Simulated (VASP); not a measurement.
# Na (P6_3/mmc) in VASP: a series of runs

The runs below take Na through single point, with PBE.

Everything below comes from runs of VASP 6.6.1. Logs are shortened: lines on timing, memory, paths and dates and some standing lists are left out, and cuts for length are marked.

## Step 1: The structure

The structure is hexagonal, space group P6_3/mmc (No. 194). The conventional cell has a = 3.767 Å, b = 3.767 Å, c = 6.154 Å, α = 90.00°, β = 90.00°, γ = 120.00°. Na (site symmetry -6m2) has 12 Na at 3.77 Å as nearest neighbours.

This isn't the form of Na at room conditions, which is bcc.

## Step 2: Single point, PBE

INCAR

```
SYSTEM = Na
PREC = Accurate
ENCUT = 500
EDIFF = 1E-7
ISMEAR = 0
SIGMA = 0.1
LREAL = .FALSE.
LASPH = .TRUE.
NELM = 100
ALGO = Normal
ISIF = 2
LWAVE = .FALSE.
LCHARG = .FALSE.
GGA = PE
```

KPOINTS

```
regular mesh
0
G
  8 8 5
  0 0 0
```

POSCAR

```
Na
1.0
    3.7670000000      0.0000000000      0.0000000000
   -1.8835000000      3.2623176961      0.0000000000
    0.0000000000      0.0000000000      6.1540000000
Na
2
Direct
    0.6666666667      0.3333333333      0.7500000000
    0.3333333333      0.6666666667      0.2500000000
```

Potentials or basis: VASP PAW PBE potentials, release 64 (Na).

Command:

```sh
$ cat potpaw_PBE.64/Na/POTCAR > POTCAR
$ mpirun -np 1 vasp_std > vasp.out
```

OUTCAR:

```text
SYSTEM = Na
   PREC = Accurate
   ENCUT = 500
   EDIFF = 1E-7
   ISMEAR = 0
   LREAL = .FALSE.
   LASPH = .TRUE.
   NELM = 100
   ISIF = 2
   GGA = PE

 ion  position               nearest neighbor table
   1  0.667  0.333  0.750-   2 3.77   2 3.77   2 3.77   2 3.77   2 3.77   2 3.77
   2  0.333  0.667  0.250-   1 3.77   1 3.77   1 3.77   1 3.77   1 3.77   1 3.77

  LATTYP: Found a hexagonal cell.
 ALAT       =     3.7670000000
 C/A-ratio  =     1.6336607380

  Lattice vectors:

 A1 = (   3.7670000000,   0.0000000000,   0.0000000000)
 A2 = (  -1.8835000000,   3.2623176961,   0.0000000000)
 A3 = (   0.0000000000,   0.0000000000,   6.1540000000)

Analysis of symmetry for initial positions (statically):
=====================================================================
 Subroutine PRICEL returns:
 Original cell was already a primitive cell.

 Routine SETGRP: Setting up the symmetry group for a
 hexagonal supercell.

 Subroutine GETGRP returns: Found 24 space group operations
 (whereof 12 operations were pure point group operations)
 out of a pool of 24 trial point group operations.

The static configuration has the point symmetry D_3d.
 The point group associated with its full space group is D_6h.

Analysis of symmetry for dynamics (positions and initial velocities):
=====================================================================
 Subroutine PRICEL returns:
 Original cell was already a primitive cell.

 Routine SETGRP: Setting up the symmetry group for a
 hexagonal supercell.

 Subroutine GETGRP returns: Found 24 space group operations
 (whereof 12 operations were pure point group operations)
 out of a pool of 24 trial point group operations.

The dynamic configuration has the point symmetry D_3d.
 The point group associated with its full space group is D_6h.

 Subroutine INISYM returns: Found 24 space group operations
 (whereof 12 operations are pure point group operations),
 and found     1 'primitive' translations

----------------------------------------------------------------------------------------

                                     Primitive cell

  volume of cell :      75.6274

  direct lattice vectors                    reciprocal lattice vectors
     3.767000000  0.000000000  0.000000000     0.265463233  0.153265269  0.000000000
    -1.883500000  3.262317696  0.000000000     0.000000000  0.306530538  0.000000000
     0.000000000  0.000000000  6.154000000     0.000000000  0.000000000  0.162495938

  length of vectors
     3.767000000  3.767000000  6.154000000     0.306530538  0.306530538  0.162495938

  position of ions in fractional coordinates (direct lattice)
     0.666666667  0.333333333  0.750000000
     0.333333333  0.666666667  0.250000000

  ion indices of the primitive-cell ions
   primitive index   ion index
                 1           1
                 2           2

----------------------------------------------------------------------------------------

 KPOINTS: regular mesh

Automatic generation of k-mesh.
 Grid dimensions read from file:
 generate k-points for:    8    8    5

 Generating k-lattice:

  Cartesian coordinates                     Fractional coordinates (reciprocal lattice)
     0.033182904  0.019158159  0.000000000     0.125000000  0.000000000  0.000000000
     0.000000000  0.038316317  0.000000000     0.000000000  0.125000000  0.000000000
     0.000000000  0.000000000  0.032499188     0.000000000  0.000000000  0.200000000

  Length of vectors
     0.038316317  0.038316317  0.032499188

  Shift w.r.t. Gamma in fractional coordinates (k-lattice)
     0.000000000  0.000000000  0.000000000

 Subroutine IBZKPT returns following result:
 ===========================================

 Found     30 irreducible k-points:

 Following reciprocal coordinates:
            Coordinates               Weight
  0.000000  0.000000  0.000000      1.000000
  0.125000  0.000000  0.000000      6.000000
  0.250000  0.000000  0.000000      6.000000
  0.375000 -0.000000  0.000000      6.000000
  0.500000  0.000000  0.000000      3.000000
  0.125000  0.125000  0.000000      6.000000
[... 16 lines left out ...]
  0.250000  0.000000  0.400000     12.000000
  0.375000 -0.000000  0.400000     12.000000
 [... further k-points ...]
   k-points           NKPTS =     30   k-points in BZ     NKDIM =     30   number of bands    NBANDS=      5
   number of dos      NEDOS =    301   number of ions     NIONS =      2
   total plane-waves  NPLWV =  37632
   dimension x,y,z NGX =    28 NGY =   28 NGZ =   48
   dimension x,y,z NGXF=    56 NGYF=   56 NGZF=   96
   ions per type =               2
   NGX,Y,Z   is equivalent  to a cutoff of  12.36, 12.36, 12.97 a.u.
   NGXF,Y,Z  is equivalent  to a cutoff of  24.71, 24.71, 25.93 a.u.
 SYSTEM =  Na
   PREC   = accura    normal or accurate (medium, high low for compatibility)
   ISTART =      0    job   : 0-new  1-cont  2-samecut
   ICHARG =      2    charge: 1-file 2-atom 10-const
   ISPIN  =      1    spin polarized calculation?
   LNONCOLLINEAR =      F non collinear calculations
   LSORBIT =      F    spin-orbit coupling
   LASPH  =      T    aspherical Exc in radial PAW
   ENCUT  =  500.0 eV  36.75 Ry    6.06 a.u.   6.87  6.87 11.22*2*pi/ulx,y,z
   NELM   =    100;   NELMIN=  2; NELMDL= -5     # of ELM steps
   EDIFF  = 0.1E-06   stopping-criterion for ELM
   LREAL  =      F    real-space projection
   EDIFFG = 0.1E-05   stopping-criterion for IOM
   NSW    =      0    number of steps for IOM
   IBRION =     -1    ionic relax: 0-MD 1-quasi-New 2-CG
   NFREE  =      0    steps in history (QN), initial steepest desc. (CG)
   ISIF   =      2    stress and relaxation
   ISYM   =      2    0-nonsym 1-usesym 2-fastsym
   POTIM  = 0.5000    time-step for ionic-motion
   TEBEG  =    0.0;   TEEND  =   0.0 temperature during run
   PSTRESS=    0.0 pullay stress
   NELECT =       2.0000    total number of electrons
   NUPDOWN=      -1.0000    fix difference up-down
   EMIN   =  10.00;   EMAX   =-10.00  energy-range for DOS
   EFERMI =   0.00;   METHOD = LEGACY
   ISMEAR =     0;   SIGMA  =   0.10  broadening in eV -4-tet -1-fermi 0-gaus
   EFERMI_NEDOS =   21; number of points for ismear=-14 and -15
   IALGO  =     38    algorithm
   IMIX   =      4    mixing-type and parameters
     AMIX     =   0.40;   BMIX     =  1.00
     AMIX_MAG =   1.60;   BMIX_MAG =  1.00
  volume/ion in A,a.u.               =      37.81       255.18
  Fermi-wavevector in a.u.,A,eV,Ry     =   0.487744  0.921702  3.236744  0.237894
  Thomas-Fermi vector in A             =   1.489189
   LORBIT       =      0    0 simple, 1 ext, 2 COOP (PROOUT), +10 PAW based schemes
   GGA     = PE    functional components
   LHFCALC =     F    Hartree Fock is set to
   AEXX    =    0.0000 exact exchange contribution
   IVDW    =     0    specifies the selected vdW correction
   LEPSILON=     F    determine dielectric tensor
   LRPA    =     F    only Hartree local field effects (RPA)
 non-spin polarized calculation
 Gauss-broadening in eV      SIGMA  =   0.10
  energy-cutoff  :      500.00
  volume of cell :       75.63
 maximum number of plane-waves:      1935
 NGX is ok and might be reduce to    28
   NGX = 13   NGY = 13   NGZ = 23

 number of electron       2.0000000 magnetization

 Free energy of the ion-electron system (eV)
  ---------------------------------------------------
  ext. energy  EPLUGINS =         0.00000000
  ---------------------------------------------------
  free energy    TOTEN  =        -2.61307421 eV

  energy without entropy =       -2.60972760  energy(sigma->0) =       -2.61140090

 E-fermi :   0.4653     XC(G=0):  -6.2075

 val. band max:        0.3169155504   @ k =   0.3750   0.1250   0.2000
 cond. band min:       0.4870518588   @ k =   0.1250   0.1250   0.2000
 fundamental gap:      0.1701363084
 Fermi energy:         0.4653047907

 k-point     1 :       0.0000    0.0000    0.0000
  band No.  band energies     occupation
      1      -2.7210      2.00000
      2       1.0615      0.00000
      3       1.4540      0.00000
      4      10.3546      0.00000
      5      10.3552      0.00000

 k-point     2 :       0.1250    0.0000    0.0000
  band No.  band energies     occupation
      1      -2.4947      2.00000
      2       1.2657      0.00000
      3       1.6756      0.00000
      4       7.7615      0.00000
      5       9.1678      0.00000

 k-point     3 :       0.2500    0.0000    0.0000
  band No.  band energies     occupation
      1      -1.8202      2.00000
      2       1.8792      0.00000
      3       2.3139      0.00000
      4       5.1567      0.00000
      5       8.1173      0.00000

 k-point     4 :       0.3750   -0.0000    0.0000
  band No.  band energies     occupation
      1      -0.7108      2.00000
      2       2.5877      0.00000
      3       2.9037      0.00000
      4       3.6559      0.00000
      5       6.1953      0.00000

 k-point     5 :       0.5000    0.0000    0.0000
  band No.  band energies     occupation
      1       0.7534      0.00005
      2       0.8645      0.00000
      3       4.3377      0.00000
      4       4.3458      0.00000
      5       4.8070      0.00000

 k-point     6 :       0.1250    0.1250    0.0000
  band No.  band energies     occupation
      1      -2.0443      2.00000
      2       1.6746      0.00000
      3       2.1078      0.00000
      4       6.3680      0.00000
      5       6.7844      0.00000
[... 113 lines left out ...]
 k-point    21 :       0.0000    0.0000    0.4000
  band No.  band energies     occupation
      1      -2.0718      2.00000
      2      -1.2687      2.00000
      3       4.8970      0.00000
      4       7.0807      0.00000
      5      10.8252      0.00000

 k-point    22 :       0.1250    0.0000    0.4000
  band No.  band energies     occupation
      1      -1.8476      2.00000
      2      -1.0471      2.00000
      3       5.0860      0.00000
      4       7.2251      0.00000
      5       8.3449      0.00000

 k-point    23 :       0.2500    0.0000    0.4000
  band No.  band energies     occupation
      1      -1.1793      2.00000
      2      -0.3873      2.00000
      3       5.3503      0.00000
      4       6.0032      0.00000
      5       6.3541      0.00000

 k-point    24 :       0.3750   -0.0000    0.4000
  band No.  band energies     occupation
      1      -0.0815      2.00000
      2       0.6930      0.00128
      3       3.3678      0.00000
      4       4.1095      0.00000
      5       6.6937      0.00000

 [... further k-points ...]

------------------------ aborting loop because EDIFF is reached ----------------------------------------

  FORCE on cell =-STRESS in cart. coord.  units (eV):
  Direction    XX          YY          ZZ          XY          YZ          ZX
  --------------------------------------------------------------------------------------
  -------------------------------------------------------------------------------------
  Total       -0.0357402     -0.0357402     -0.1632831      0.0000000     -0.0000000     -0.0000000
  in kB       -0.7571616     -0.7571616     -3.4591741      0.0000000     -0.0000000     -0.0000000
  external PRESSURE =      -1.6578324 kB  Pullay stress =       0.0000000 kB

 VOLUME and BASIS-vectors are now :
 -----------------------------------------------------------------------------
  energy-cutoff  :      500.00
  volume of cell :       75.63
      direct lattice vectors                 reciprocal lattice vectors
     3.767000000  0.000000000  0.000000000     0.265463233  0.153265269  0.000000000
    -1.883500000  3.262317696  0.000000000     0.000000000  0.306530538  0.000000000
     0.000000000  0.000000000  6.154000000     0.000000000  0.000000000  0.162495938

 POSITION                                       TOTAL-FORCE (eV/Angst)
 -----------------------------------------------------------------------------------
      1.88350      1.08744      4.61550         0.000000      0.000000      0.000000
     -0.00000      2.17488      1.53850        -0.000000     -0.000000      0.000000
 -----------------------------------------------------------------------------------
    total drift:                               -0.000000      0.000000     -0.000000

  FREE ENERGIE OF THE ION-ELECTRON SYSTEM (eV)
  ---------------------------------------------------
  free  energy   TOTEN  =        -2.6130742061 eV

  energy  without entropy=       -2.6097275977  energy(sigma->0) =       -2.61140090
```

Wall time 7.1 s (1 thread of Intel Xeon 6975P-C (Granite Rapids), shared host); peak memory 0.16 GiB.

Results:

| Property | Result |
| --- | --- |
| Free energy | -2.6131 eV |
| Pressure | -0.2 GPa |
| Band gap on the k mesh | none (metal or under the smearing width) |

Levels at points of the mesh, in eV from the Fermi level:
```
           k point  band 1  band 2  band 3  band 4  band 5
(0.00, 0.00, 0.00)   -3.19    0.60    0.99    9.89    9.89
(0.50, 0.00, 0.00)    0.29    0.40    3.87    3.88    4.34
```

## Step 3: Single point, PBE

run.py

```python
from ase.calculators.vasp import Vasp
from ase.dft.bandgap import bandgap
from ase.io import read

atoms = read('Na.cif')
calc = Vasp(
    directory='calc',
    xc='pbe',
    pp='PBE',
    setups='minimal',
    prec='Accurate',
    encut=500,
    ediff=1e-06,
    ismear=0,
    sigma=0.1,
    lreal=False,
    lasph=True,
    nelm=80,
    algo='Normal',
    isif=2,
    lwave=False,
    lcharg=False,
    kpts=[8, 8, 5],
    gamma=True,
)
atoms.calc = calc

print('energy (eV):', atoms.get_potential_energy())
print('free energy (eV):', atoms.get_potential_energy(force_consistent=True))
print('forces (eV/A):')
print(atoms.get_forces())
print('stress (eV/A^3, Voigt):', atoms.get_stress())
print('Fermi level (eV):', calc.get_fermi_level())
gap, top, bottom = bandgap(calc)
print('band gap (eV):', gap, 'from (spin, k, band)', top, 'to', bottom)
```

Na.cif

```cif
data_Na
_cell_length_a 3.76700000
_cell_length_b 3.76700000
_cell_length_c 6.15400000
_cell_angle_alpha 90.00000000
_cell_angle_beta 90.00000000
_cell_angle_gamma 120.00000000
_space_group_name_H-M_alt 'P1'
_space_group_name_Hall 'P 1'
_space_group_IT_number 1
loop_
_space_group_symop_operation_xyz
'x,y,z'
loop_
_atom_site_label
_atom_site_type_symbol
_atom_site_symmetry_multiplicity
_atom_site_Wyckoff_symbol
_atom_site_fract_x
_atom_site_fract_y
_atom_site_fract_z
_atom_site_occupancy
Na1 Na 1 a 0.6666666667 0.3333333333 0.7500000000 1
Na2 Na 1 a 0.3333333333 0.6666666667 0.2500000000 1
```

Potentials or basis: VASP PAW PBE potentials, release 64 (Na).

Command:

```sh
$ python run.py
```

Run time: 11 s. Hardware: 1 thread of Intel Xeon 6975P-C (Granite Rapids), shared host; peak memory 0.16 GiB.

It converged, with:

- Free energy: -2.6131 eV
- Pressure: -0.2 GPa
- Band gap on the k mesh: none (metal or under the smearing width)

Stress tensor (GPa, compression positive):
```
-0.08  0.00  0.00
 0.00 -0.08  0.00
 0.00  0.00 -0.35
```

Levels at points of the mesh, in eV from the Fermi level:
```csv
k point,band 1,band 2,band 3,band 4
"(0.00, 0.00, 0.00)",-3.19,0.60,0.99,9.89
"(0.50, 0.00, 0.00)",0.29,0.40,3.87,3.88
```

## Step 4: The reference run

An earlier run on the cell as given: functional PBE; potentials or basis VASP PAW PBE potentials, release 64 (Na_pv); cutoff 520 eV; k mesh 8 × 8 × 5; occupations fermi-dirac, width 0.05 eV; no spin polarisation.

* Pressure: -0.2 GPa
* Band gap on the k mesh: none (metal or under the smearing width)
